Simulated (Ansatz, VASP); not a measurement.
**ZnS in VASP and in Ansatz**

```xyz
4
Lattice="3.9225 0.0000 0.0000 -1.9612 3.3970 0.0000 0.0000 0.0000 6.4239" Properties=species:S:1:pos:R:3 pbc="T T T"
Zn    0.0000    2.2646    0.0325
Zn    1.9612    1.1323    3.2444
S     0.0000    2.2646    2.4407
S     1.9612    1.1323    5.6527
```

Alike in both runs: functional PBE; k mesh 12 × 12 × 6; occupations gaussian, width 0.02 eV; no spin polarisation.

Ansatz relaxed the structure, and its values are those at the end. VASP's run is a single point on that final structure, the one shown.

|  | VASP | Ansatz |
| --- | --- | --- |
| version | VASP 6.6.1 | Ansatz 0.2.0 |
| potentials or method | VASP PAW PBE potentials, release 64 (Zn, S) | scalar-relativistic, plane waves, PAW |
| plane-wave cutoff (eV) | 520 | 420 |
| valence electrons in the cell | 36 | 36 |

|  | VASP | Ansatz | Ansatz less VASP |
| --- | --- | --- | --- |
| gap on the k mesh at the Fermi level (eV) | 1.83 | 1.83 | -0.001 |
| least direct gap on the mesh (eV) | 1.83 | 1.83 | -0.001 |
| pressure (GPa) | -3.4 | -3.5 | -0.12 |
| rms of the force components (eV/Å) | 0.003 | 0.003 | +0.0003 |

With one functional, cell and mesh, what is left measures potentials, basis and numerics.

A k mesh can miss the band edges.
